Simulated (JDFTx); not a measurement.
# ZrC (Fm-3m) in JDFTx: reference runs, part 2 of 2

JDFTx 1.7.0 (patched build).

### 6 Equation of state, PBEsol, 12.96 Å³/atom (volume scaled by 0.98)

ZrC.in

```
lattice \
    0.0000000000     4.4392067347     4.4392067347 \
    4.4392067347     0.0000000000     4.4392067347 \
    4.4392067347     4.4392067347     0.0000000000
coords-type Lattice
ion Zr     0.5000000000     0.5000000000     0.5000000000 1
ion C      0.0000000000     0.0000000000     0.0000000000 1

ion-species pseudo/Zr.upf
ion-species pseudo/C.upf
elec-cutoff 41 328
elec-ex-corr gga-PBEsol
kpoint-folding 10 10 10
elec-smearing Fermi 0.0018374661
elec-n-bands 14
electronic-SCF nIterations 100 energyDiffThreshold 1e-09
electronic-minimize nIterations 30 energyDiffThreshold 1e-7
forces-output-coords Cartesian

dump-name run.$VAR
dump End Ecomponents EigStats BandEigs Kpoints Forces Stress ElecDensity Dtot KEdensity
```

Potentials or basis: PseudoDojo-SR-PBEsol-0.4.1-standard with smoothed tails.

Command:

```
$ jdftx -c 1 -i ZrC.in -o ZrC.out
```

The log of the run:

```text
*************** JDFTx 1.7.0 (patched build) ***************

Input parsed successfully to the following command list (including defaults):
[... the input with its defaults ...]

---------- Setting up symmetries ----------

Found 48 point-group symmetries of the bravais lattice
Found 48 space-group symmetries with basis
Applied RMS atom displacement 0 bohrs to make symmetries exact.

---------- Initializing the Grid ----------
R =
[            0      4.43921      4.43921  ]
[      4.43921            0      4.43921  ]
[      4.43921      4.43921            0  ]
unit cell volume = 174.963
G =
[  -0.707692   0.707692   0.707692  ]
[   0.707692  -0.707692   0.707692  ]
[   0.707692   0.707692  -0.707692  ]
Minimum fftbox size, Smin = [  52  52  52  ]
Chosen fftbox size, S = [  54  54  54  ]

---------- Initializing tighter grid for wavefunction operations ----------
R =
[            0      4.43921      4.43921  ]
[      4.43921            0      4.43921  ]
[      4.43921      4.43921            0  ]
unit cell volume = 174.963
G =
[  -0.707692   0.707692   0.707692  ]
[... 92 lines left out ...]
[            0  0.000137632            0  ]
[            0            0  0.000137632  ]

# Ionic positions in lattice coordinates:
ion Zr   0.500000000000000   0.500000000000000   0.500000000000000 1
ion C   0.000000000000000   0.000000000000000   0.000000000000000 1

# Forces in Cartesian coordinates:
force Zr   0.000000000000000  -0.000000000000000   0.000000000000000 1
force C   0.000000000000000   0.000000000000000  -0.000000000000000 1

# Energy components:
   Eewald =      -47.2039453722468139
       EH =        6.2571178392428584
     Eloc =      -27.0715363080777465
      Enl =        5.1004825526391997
      Exc =      -12.0893781958123601
 Exc_core =        3.4889335485101065
       KE =       18.3373001506241522
-------------------------------------
     Etot =      -53.1810257851206174
       TS =        0.0000944951760982
-------------------------------------
        F =      -53.1811202802967173

IonicMinimize: Iter:   0  F: -53.181120280296717  |grad|_K:       -nan
IonicMinimize: None of the convergence criteria satisfied after 0 iterations.

#--- Lowdin population analysis ---
# oxidation-state Zr +0.745
# oxidation-state C -0.707

Dumping 'run.eigStats' ...
	eMin: -1.216554 at state 0 ( [ +0.000000 +0.000000 +0.000000 ] spin 0 )
	HOMO: +0.544328 at state 1 ( [ +0.000000 +0.000000 +0.100000 ] spin 0 )
	mu  : +0.547352
	LUMO: +0.549547 at state 30 ( [ +0.000000 +0.500000 +0.500000 ] spin 0 )
	eMax: +1.021187 at state 46 ( [ +0.200000 +0.500000 -0.300000 ] spin 0 )
	HOMO-LUMO gap: +0.005219
	Optical gap  : +0.023795 at state 28 ( [ +0.000000 +0.400000 +0.500000 ] spin 0 )
Done!
[note: the HOMO, LUMO and gaps printed at the end count levels as full or empty at half filling, so they show a gap where a level is partly filled]
```

Run time: 30 s. Hardware: 1 thread of AMD EPYC 9R45 (Zen 5), shared host; peak memory 0.12 GiB.

Results:

- Free energy: -1447.1320 eV
- Pressure: -4.0 GPa
- Band gap on the k mesh: none (metal or under the smearing width)
- Loewdin charges: Zr +0.74; C -0.71 e

### 7 Equation of state, PBEsol, 13.23 Å³/atom

Changes to ZrC.in since step 6:

```diff
@@ -1,5 +1,5 @@
 lattice \
-    0.0000000000     4.4392067347     4.4392067347 \
-    4.4392067347     0.0000000000     4.4392067347 \
-    4.4392067347     4.4392067347     0.0000000000
+    0.0000000000     4.4692022847     4.4692022847 \
+    4.4692022847     0.0000000000     4.4692022847 \
+    4.4692022847     4.4692022847     0.0000000000
 coords-type Lattice
```

Command:

```
$ jdftx -c 1 -i ZrC.in -o ZrC.out
```

Wall time 30 s (1 thread of AMD EPYC 9R45 (Zen 5), shared host); peak memory 0.12 GiB.

It converged, with:

| Item | Value |
| --- | --- |
| Free energy | -1447.1117 eV |
| Pressure | -8.3 GPa |
| Band gap on the k mesh | none (metal or under the smearing width) |
| Loewdin charges | Zr +0.76; C -0.72 e |

### 8 Equation of state, PBEsol, 13.49 Å³/atom (volume scaled by 1.02)

Changes to ZrC.in since step 7:

```diff
@@ -1,5 +1,5 @@
 lattice \
-    0.0000000000     4.4692022847     4.4692022847 \
-    4.4692022847     0.0000000000     4.4692022847 \
-    4.4692022847     4.4692022847     0.0000000000
+    0.0000000000     4.4988005134     4.4988005134 \
+    4.4988005134     0.0000000000     4.4988005134 \
+    4.4988005134     4.4988005134     0.0000000000
 coords-type Lattice
```

Command:

```
$ jdftx -c 1 -i ZrC.in -o ZrC.out
```

Run time: 30 s. Hardware: 1 thread of AMD EPYC 9R45 (Zen 5), shared host; peak memory 0.12 GiB.

Results (log left out):

```
Free energy            : -1447.0781 eV
Pressure               : -12.1 GPa
Band gap on the k mesh : none (metal or under the smearing width)
Loewdin charges        : Zr +0.77; C -0.73 e
```

### 9 Equation of state, PBEsol, 13.76 Å³/atom (volume scaled by 1.04)

Changes to ZrC.in since step 8:

```diff
@@ -1,5 +1,5 @@
 lattice \
-    0.0000000000     4.4988005134     4.4988005134 \
-    4.4988005134     0.0000000000     4.4988005134 \
-    4.4988005134     4.4988005134     0.0000000000
+    0.0000000000     4.5280143223     4.5280143223 \
+    4.5280143223     0.0000000000     4.5280143223 \
+    4.5280143223     4.5280143223     0.0000000000
 coords-type Lattice
```

Potentials or basis: PseudoDojo-SR-PBEsol-0.4.1-standard with smoothed tails.

Command:

```
$ jdftx -c 1 -i ZrC.in -o ZrC.out
```

Run time: 30 s. Hardware: 1 thread of AMD EPYC 9R45 (Zen 5), shared host; peak memory 0.12 GiB.

It converged, with:

- Free energy: -1447.0325 eV
- Pressure: -15.6 GPa
- Band gap on the k mesh: none (metal or under the smearing width)
- Loewdin charges: Zr +0.78; C -0.74 e

### 10 Equation of state, PBEsol, 14.02 Å³/atom (volume scaled by 1.06)

Changes to ZrC.in since step 9:

```diff
@@ -1,5 +1,5 @@
 lattice \
-    0.0000000000     4.5280143223     4.5280143223 \
-    4.5280143223     0.0000000000     4.5280143223 \
-    4.5280143223     4.5280143223     0.0000000000
+    0.0000000000     4.5568559555     4.5568559555 \
+    4.5568559555     0.0000000000     4.5568559555 \
+    4.5568559555     4.5568559555     0.0000000000
 coords-type Lattice
```

Command:

```
$ jdftx -c 1 -i ZrC.in -o ZrC.out
```

Wall time 30 s (1 thread of AMD EPYC 9R45 (Zen 5), shared host); peak memory 0.13 GiB.

The run converged. Its results:

- Free energy: -1446.9760 eV
- Pressure: -18.7 GPa
- Band gap on the k mesh: none (metal or under the smearing width)
- Loewdin charges: Zr +0.79; C -0.75 e

### 11 Equation of state, PBEsol

Potentials or basis: PseudoDojo-SR-PBEsol-0.4.1-standard with smoothed tails.

This step only gathers the single runs of the series.

What came out:

```
Equilibrium volume                      : 12.74 Å³/atom
Bulk modulus                            : 236 GPa
Pressure derivative of the bulk modulus : 4.1
```

Energy against volume, from the lowest point:
```tsv
volume (Å³/atom)	energy (meV/atom)
12.434	5.45
12.699	0.00
12.963	2.76
13.228	12.91
13.493	29.72
13.757	52.53
14.022	80.74
```

### 12 The runs side by side

```tsv
task	cell	further solve for the empty bands	gap on the mesh (eV)	pressure (GPa)
single point	as given	yes	none	-8.3
single point	atoms moved at random, drawn with an rms of 0.05 Å	yes	none	-8.1
equation of state	as given	-	-	-
```

Alike in all rows: level PBEsol; potentials or basis PseudoDojo-SR-PBEsol-0.4.1-standard with smoothed tails; no spin polarisation; k mesh 10 × 10 × 10; cutoff (eV) 1116; smearing fermi-dirac 0.05 eV.

Absolute energies hang on the potentials; compare differences alone.
